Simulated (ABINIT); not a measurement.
Crystal: MnS.

```
Mn S
1.0
     0.00000    2.47346    2.47346
     2.47346    0.00000    2.47346
     2.47346    2.47346    0.00000
Mn S
1 1
Direct
  0.00000 0.00000 0.00000
  0.75000 0.75000 0.75000
```

The cell is a database's computed one.

Base run:

```yaml
Program: ABINIT 10.8.3 (patched build)
Functional: WC
Potentials_or_basis: JTH PAW PBE v2.0
Cutoff: 544 eV
k_mesh: 9 × 9 × 9
Occupations: fermi-dirac, width 0.05 eV
Spin: collinear spin, ferromagnetic start
Starting_moments: "[4.0, 0.0] μB"
```

Its results: band gap on the k mesh none (metal or under the smearing width); net moment 0.23 μB per cell; site moments Mn +0.22; S -0.00 μB.

Problem. After a change of settings the same cell gave: band gap on the k mesh none (metal or under the smearing width); net moment 3.51 μB per cell; site moments Mn +3.20; S +0.01 μB. Which change was it?
A. functional from WC to HCTH407
B. functional from WC to LDA; potentials or basis from JTH PAW PBE v2.0 to JTH PAW LDA v2.0
C. functional from WC to PBEsol; k mesh from 9 × 9 × 9 to 4 × 4 × 4
D. functional from WC to PBE; k mesh from 9 × 9 × 9 to 12 × 12 × 12

Solution. A.

Caveats: semilocal functionals often make such compounds metallic where correlation or magnetic order opens a gap, which also shifts bond lengths; the moment fell far below its start of 4 μB, so a state of higher moment may lie lower in energy (some runs); a cell with one magnetic atom can't hold antiferromagnetic order, which such compounds often take (some runs).
